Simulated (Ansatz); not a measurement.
**C: a line through a two-coordinate scan**

One table from this session's results is given with a row withheld; the runs are named, their logs left out.

Program: Ansatz 0.2.0. Level of theory: DFT PBEsol+D3(BJ), scalar-relativistic, plane waves, PAW. These are calculated values, not measurements.

16 further runs of the same task are left out: 16 set aside as unsound or not needed.

**The structure to begin with**

It takes space group Fmmm (No. 69, orthorhombic). Conventional cell: a = 2.459 Å, b = 4.256 Å, c = 6.649 Å, α = 90.00°, β = 90.00°, γ = 90.00°. C (site symmetry m2m) is surrounded by 3 C at 1.42 Å.

Structure file:

```cif
data_structure
_symmetry_space_group_name_H-M 'Fmmm'
_symmetry_Int_Tables_number 69
_cell_length_a 2.4588
_cell_length_b 4.2560
_cell_length_c 6.6488
_cell_angle_alpha 90.000
_cell_angle_beta 90.000
_cell_angle_gamma 90.000
_cell_volume 69.58
loop_
_atom_site_label
_atom_site_type_symbol
_atom_site_symmetry_multiplicity
_atom_site_Wyckoff_symbol
_atom_site_fract_x
_atom_site_fract_y
_atom_site_fract_z
_atom_site_occupancy
C1 C 8 h 0.50000 0.66671 0.00000 1
```

This cell was relaxed beforehand with the same method: volume 8.70 Å³/atom, gap on the mesh 0.08 eV.

**Plan of the line**

Atoms count from 1 in the order of the input.

The energy is mapped over a free internal coordinate and the cell.

- shift of C1 along [0 1 0], its symmetry partners moved as symmetry demands (measured in the relaxed cell): 7 values from −0.15 to 0.15 Å
- volume per atom at fixed shape: 7 values from 8.001 to 9.393 Å³

Nothing else is relaxed (all other coordinates fixed). Energies count from the relaxed crystal. Points are written as (first, second).

The first run:

The input, input.yaml:

```yaml
crystal:
  lattice:
    - [0.0, 2.0696277651, 3.2332036561]
    - [1.1956910189, 0.0, 3.2332036561]
    - [1.1956910189, 2.0696277651, 0.0]
  atoms:
    - { symbol: C, position: [0.2019510748, 0.7980489252, 0.2019510748] }
    - { symbol: C, position: [0.7980489252, 0.2019510748, 0.7980489252] }
basis:
  ecutwfc: 520.0
kpoints:
  mp_grid: { grid: [16, 16, 16] }
hamiltonian:
  xc: pbesol
  pseudopotentials: { kind: paw, azcp: { folder: soft_1 } }
  dispersion: d3bj
scf:
  occupations: { method: gaussian, width: 0.03 }
output:
  forces: true
  stress: true
  eigenvalues: true
```

The run is started by

```sh
$ ansatz run input.yaml --threads 1 --pin off --max-ram 2048MiB --backend cpu --events-out ev --progress --plain --runs-dir out
```

Among the steps run: The run at (0.15 Å, 8.001 Å³); The run at (0.15 Å, 8.233 Å³); Point (0.15 Å, 8.465 Å³); The run at (0.15 Å, 8.697 Å³); The run at (0.15 Å, 8.929 Å³); Grid point (0.15 Å, 9.161 Å³).

One of the session's tables, all rows but one given; the rest of the session is left out.

| volume per atom at fixed shape (Å³) | energy (meV/atom) | slope (meV/atom per Å³) | pressure (GPa) | largest force on an atom (eV/Å) |
| --- | --- | --- | --- | --- |
| 8.001 | 1051 | −381 | 61.1 | 9.79 |
| 8.233 | 972 | −302 | 48.4 | 9.29 |
| 8.465 | ? | ? | ? | ? |
| 8.697 | 864 | −168 | 26.8 | 8.26 |
| 8.929 | 832 | −112 | 17.9 | 7.79 |
| 9.161 | 812 | −62 | 10.0 | 7.36 |
| 9.393 | 802 | −18 | 3.0 | 6.95 |

Estimate the missing values for volume per atom at fixed shape (Å³) = 8.465.

Worked estimate for «energy (meV/atom)». A straight line through the neighbours (8.233, 972) and (8.697, 864) gives 972 + (864 − 972) × (8.465 − 8.233) / (8.697 − 8.233) = 918; a parabola fitted to 4 rows on both sides gives 910.

The run gave: energy (meV/atom): 910; slope (meV/atom per Å³): −231; pressure (GPa): 37.0; largest force on an atom (eV/Å): 8.76. In «energy (meV/atom)» the line misses by +8 and the parabola by +0.

Energies count from the relaxed crystal. Rows without a step come from runs not printed here or follow by symmetry. Slopes come from the forces (and the stress, where the cell changes), not from differences of energies.

The highest point computed, at 8.001 Å³, lies 249 meV/atom above the lowest. With the other coordinates free, the energies away from the reference would be the same or lower.

Limits of these values: Warnings in the runs' records: pseudo functional mismatch.
